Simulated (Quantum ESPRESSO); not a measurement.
Crystal: FeO.

```
CELL_PARAMETERS angstrom
2.61247 0.00000 0.00000
0.00000 2.61247 0.00000
0.00000 0.00000 2.61247
ATOMIC_POSITIONS crystal
Fe 0.00000 0.00000 0.00000
O 0.50000 0.50000 0.50000
```

The cell comes from a database or a generator and needn't be the stable form of this composition.

```yaml
Program: Quantum ESPRESSO 7.5
Task: phonons
Functional: LDA
Potentials_or_basis: GBRV 1.5 LDA
Cutoff: 762 eV
Density_cutoff: 6095 eV
k_mesh: 8 × 8 × 8, shifted
Occupations: fermi-dirac, width 0.05 eV
Spin: collinear spin, ferromagnetic start
Starting_moments: "[3.0, 0.0] μB"
Form_of_the_LDA_correlation: PZ81
Mixing_beta: 0.3
Most_SCF_iterations: 120
SCF_threshold: 4e-10 Ry
```

The cell and the atoms were relaxed first, to 8.58 Å³/atom (a = 2.579 Å, b = 2.579 Å, c = 2.579 Å, α = 90.00°, β = 90.00°, γ = 90.00°), and the response was taken there.

**Question.** What is the highest optical frequency at the zone centre?

**Answer.** 171 cm⁻¹, a mode of symmetry T1u (IR).

Optical modes at Γ, degenerate ones joined:
```csv
cm⁻¹,components,symmetry,active in
171,3,T1u,IR
```

Caveat: the mesh is thin for the phonons of a metal; a cell with one magnetic atom can't hold antiferromagnetic order, which such compounds often take.
